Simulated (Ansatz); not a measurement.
NaF (rocksalt): gap against strain (xy shear, engineering strain (angle))

Rocksalt NaF, relaxed with r2SCAN in the plane-wave code Ansatz, then strained (xy shear, engineering strain (angle); angles, axes as in the cell below) with the atoms relaxed again within the symmetry that is left. Space group Fm-3m (No. 225), cubic; conventional cell a = 4.594 Å, 12.12 Å³ an atom. Na is surrounded by 6 F at 2.30 Å; F is surrounded by 6 Na at 2.30 Å. Spin-unpolarised throughout; all numbers are computed.

```
Na F
1.0
     0.00000    2.29717    2.29717
     2.29717    0.00000    2.29717
     2.29717    2.29717    0.00000
Na F
1 1
Direct
  0.00000 0.00000 0.00000
  0.50000 0.50000 0.50000
```

Gaps are the least over each mesh (PBE 10×10×10, r2SCAN 10×10×10, HSE06 6×6×6 when unstrained) and the special points, which keep their unstrained names; stress is the change from the unstrained cell, compression positive.

```tsv
strain (%)	gap, PBE (eV)	gap, r2SCAN (eV)	gap, HSE06 (eV)	edges, HSE06	xy stress, r2SCAN (GPa)	energy rise, r2SCAN (meV/atom)
-3.75	6.400	7.224	8.579	Γ	+1.08	1.5
-2.22	6.425	7.249	8.603	Γ	+0.64	0.5
0.0	6.456	7.282	8.635	Γ	0.00	0.0
+1.79	6.431	7.256	8.610	Γ	-0.52	0.4
+2.5	6.420	7.245	8.599	Γ	-0.72	0.7
```

The meshes of the hybrids are coarse, so their gaps aren't converged to the digits shown.
